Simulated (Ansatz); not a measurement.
# GeS: the cost of one run

Method: DFT PBEsol, scalar-relativistic, plane waves, PAW, in Ansatz 0.2.0.

### Step 1. The starting structure

It takes space group Pnma (No. 62, orthorhombic). Conventional cell: a = 10.481 Å, b = 3.646 Å, c = 4.299 Å, α = 90.00°, β = 90.00°, γ = 90.00°. Ge (site symmetry m) is surrounded by 3 S at 2.44 to 2.45 Å. S (site symmetry m) has 3 Ge at 2.44 to 2.45 Å as nearest neighbours.

Coordinates:

```xyz
8
Lattice="10.4810 0.0000 0.0000 0.0000 3.6460 0.0000 0.0000 0.0000 4.2990" Properties=species:S:1:pos:R:3 pbc="T T T"
Ge    1.2797    0.9115    0.5490
Ge    3.9608    2.7345    2.6985
Ge    6.5202    0.9115    1.6005
Ge    9.2013    2.7345    3.7500
S     8.9036    0.9115    2.1594
S     6.8179    2.7345    0.0099
S     3.6631    0.9115    4.2891
S     1.5774    2.7345    2.1396
```

The structure rests on an entry of the Crystallography Open Database; cell or positions may have been set otherwise for this series.

### Step 2. Relaxing cell and atoms: GeS, no spin

File input.yaml:

```yaml
crystal:
  lattice:
    - [10.481, 0.0, 0.0]
    - [0.0, 3.646, 0.0]
    - [0.0, 0.0, 4.299]
  atoms:
    - { symbol: Ge, position: [0.1221, 0.25, 0.1277] }
    - { symbol: Ge, position: [0.3779, 0.75, 0.6277] }
    - { symbol: Ge, position: [0.6221, 0.25, 0.3723] }
    - { symbol: Ge, position: [0.8779, 0.75, 0.8723] }
    - { symbol: S, position: [0.8495, 0.25, 0.5023] }
    - { symbol: S, position: [0.6505, 0.75, 0.0023] }
    - { symbol: S, position: [0.3495, 0.25, 0.9977] }
    - { symbol: S, position: [0.1505, 0.75, 0.4977] }
scf:
  occupations: { method: fixed }
output:
  forces: true
  stress: true
  eigenvalues: true
  write_density: true
  write_potential: true
  elf: true
  volumetric_format: npy
kpoints:
  mp_grid: { grid: [4, 10, 8] }
hamiltonian:
  xc: pbesol
relax:
  f_tol: 0.001
  max_steps: 90
  cell: { stress_tol: 0.01 }
```

Run with:

```
$ ansatz run input.yaml --threads 8 --pin off --max-ram 12288MiB --backend cpu --events-out ev --progress --plain --runs-dir out
```

Q: Estimate wall time and peak memory on 8 threads of Intel Xeon 6975P-C (Granite Rapids), shared host.

About 33 s, with a peak of 1.1 GiB.
